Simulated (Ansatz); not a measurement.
Runs of Ansatz 0.2.0 on TePb. The structure is cubic, space group Pm-3m (No. 221). The conventional cell has a = 4.002 Å, b = 4.002 Å, c = 4.002 Å, α = 90.00°, β = 90.00°, γ = 90.00°. Pb (site symmetry m-3m) is surrounded by 8 Te at 3.47 Å. Te (site symmetry m-3m) is surrounded by 8 Pb at 3.47 Å. Measurements of this composition are mostly on another form, of space group No. 225.

```tsv
task	level	spin	cell	k mesh	smearing	points for each segment of the path	mesh quality	gap on the mesh (eV)	pressure (GPa)	relaxed volume (Å³/atom)
relaxation of cell and atoms	PBEsol+D4	off	relaxed	7 × 7 × 7	fermi-dirac 0.05 eV	-	not flagged	none	0.0	29.10
relaxation of cell and atoms	BLYP+D3(BJ)	off	relaxed	7 × 7 × 7	fermi-dirac 0.05 eV	-	not flagged	none	0.0	(a)
band structure	HF	off	as given	4 × 4 × 4	fermi-dirac 0.05 eV	4	not flagged	2.91	6.4	-
relaxation of cell and atoms	revPBE	off	relaxed	7 × 7 × 7	fermi-dirac 0.05 eV	-	not flagged	-	0.0	32.95
band structure	LDA	SOC, no magnetisation	as given	5 × 5 × 5	fermi-dirac 0.05 eV	14	not flagged	none	-3.8	-
relaxation of cell and atoms	PBEsol+D3(BJ)	off	relaxed	7 × 7 × 7	fermi-dirac 0.05 eV	-	not flagged	none	0.0	28.32
relaxation of cell and atoms	PBE0	off	relaxed	4 × 4 × 4	fermi-dirac 0.05 eV	-	coarse	none	0.0	(b)
band structure	HSE03	off	as given	4 × 4 × 4	fermi-dirac 0.05 eV	4	coarse	none	-0.2	-
single point	LDA	off	as given	7 × 7 × 7	gaussian 0.1 eV	-	not flagged	none	-3.9	-
band structure	RPBE	off	as given	7 × 7 × 7	fermi-dirac 0.05 eV	14	not flagged	none	1.5	-
relaxation of cell and atoms	revPBE+D4	off	relaxed	7 × 7 × 7	fermi-dirac 0.05 eV	-	not flagged	-	0.0	32.44
relaxation of cell and atoms	BLYP+D4	off	relaxed	7 × 7 × 7	fermi-dirac 0.05 eV	-	not flagged	-	0.0	32.71
```

Alike in all rows: potentials or basis Ansatz PAW; cutoff (eV) 420.

Task: Estimate the missing entries.

Result: (a) 33.91; (b) 31.80.

Caveats: some runs use coarse meshes; the PAW data sets come from PBE, with cores solved anew for the run's functional, which leaves a small shift of forces and pressure; the plane-wave basis is chosen anew once the cell has moved, so the energies of steps on either side of that aren't comparable (some runs); pairwise dispersion overbinds metals, which lowers pressure and volume (some runs); the thresholds are loose for stress (some runs); spin-orbit coupling is left out, which moves the levels of the heavy elements (some runs); spin-orbit coupling is left out, which as a rule narrows the gap of such compounds by several tenths of an eV (some runs).

A k mesh can miss the band edges, and rows without SOC leave out spin-orbit coupling on Pb, Te.

A gap of «none» marks a metal or a gap under the smearing width.

Runs at the PBE level aren't shown here.
